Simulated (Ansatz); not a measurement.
In in Ansatz: the effect of functional

In:

```
CELL_PARAMETERS angstrom
3.26739 0.00000 0.00000
-1.63370 2.82965 0.00000
0.00000 0.00000 5.39668
ATOMIC_POSITIONS crystal
In 0.66667 0.33333 0.75000
In 0.33333 0.66667 0.25000
```

This isn't the form of In at room conditions, which is tetragonal.

The cell isn't the ideal one: volume scaled by 0.94.

Alike in all runs:

| Quantity | Value |
| --- | --- |
| Program | Ansatz 0.2.0 |
| Task | single point |
| Potentials or basis | Ansatz PAW |
| k mesh | 9 × 9 × 5 |
| Occupations | fermi-dirac, width 0.05 eV |
| Spin | no spin polarisation |

```csv
functional,cutoff,pressure (GPa)
LDA,420 eV (not typed: the program's choice for these potentials),-0.5
PBEsol,420 eV (not typed: the program's choice for these potentials),?
r2SCAN,500 eV (not typed: the program's choice for these potentials),2.7
```

Problem. What does the run with functional PBEsol give?

Solution. Pressure 1.3 GPa.

Caveats: the PAW data sets come from PBE, with cores solved anew for the run's functional, which leaves a small shift of forces and pressure.
